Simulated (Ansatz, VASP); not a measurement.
## GaN in VASP and in Ansatz

```
Ga N
1.0
     0.00000    2.10638    2.10638
     2.10638    0.00000    2.10638
     2.10638    2.10638    0.00000
Ga N
1 1
Direct
  0.00000 0.00000 0.00000
  0.50000 0.50000 0.50000
```

Change from the starting cell: volume scaled by 0.96.

Alike in both runs: task single point; functional LDA; k mesh 11 × 11 × 11; occupations fermi-dirac, width 0.05 eV; no spin polarisation.

|  | VASP | Ansatz |
| --- | --- | --- |
| version | VASP 6.6.1 | Ansatz 0.2.0 |
| potentials or method | VASP PAW LDA potentials, release 64 (Ga_d, N), cutoff 520 eV | all-electron LAPW, scalar-relativistic |

|  | VASP | Ansatz | Ansatz less VASP |
| --- | --- | --- | --- |
| gap on the k mesh at the Fermi level (eV) | 0.62 | 0.59 | -0.027 |
| least direct gap on the mesh (eV) | 2.96 | 2.93 | -0.025 |
| pressure (GPa) | -4.1 | -5.2 | -1.06 |

Ansatz ran all-electron here, so the differences hold the error of VASP's frozen core and of both bases.

Caveats: an odd mesh through Γ misses points on the zone boundary, where band edges often lie.
